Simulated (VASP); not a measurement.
Runs of VASP 6.6.1 on Se. The structure is trigonal, space group P3_121 (No. 152). The conventional cell has a = 4.366 Å, b = 4.366 Å, c = 4.954 Å, α = 90.00°, β = 90.00°, γ = 120.00°. Se (site symmetry 2) is surrounded by 2 Se at 2.37 Å. 

```tsv
level	potentials or basis	gap on the mesh (eV)	pressure (GPa)	relaxed volume (Å³/atom)
PBE+D3(BJ)	VASP PAW PBE potentials, release 64 (Se)	(c)	0.0	24.48
r2SCAN	VASP PAW PBE potentials, release 64 (Se)	1.32	0.0	29.21
LDA	VASP PAW LDA potentials, release 64 (Se)	0.27	0.0	(a)
PBE	VASP PAW PBE potentials, release 64 (Se)	(b)	0.0	29.81
PBEsol	VASP PAW PBE potentials, release 64 (Se)	0.41	0.0	24.08
```

Alike in all rows: task relaxation of cell and atoms; no spin polarisation; cell relaxed; k mesh 9 × 9 × 6; cutoff (eV) 600; smearing gaussian 0.03 eV.

Q: Estimate the missing entries.

A: (a) 23.04; (b) 1.03; (c) 0.51.

Caveats: an odd mesh through Γ misses points on the zone boundary, where band edges often lie; the PAW data sets were made with another functional, which shifts forces and pressure a little (some runs); the volume moved by -10 % from the deposited cell, more than functionals usually miss (some runs); the volume moved by over 15 % at a fixed basis, so the end points are rough (some runs); the volume moved by -15 % from the deposited cell, more than functionals usually miss (some runs); the volume moved by -12 % from the deposited cell, more than functionals usually miss (some runs).

A k mesh can miss the band edges, and the runs leave out spin-orbit coupling on Se.

Not every run made on this cell is shown here.
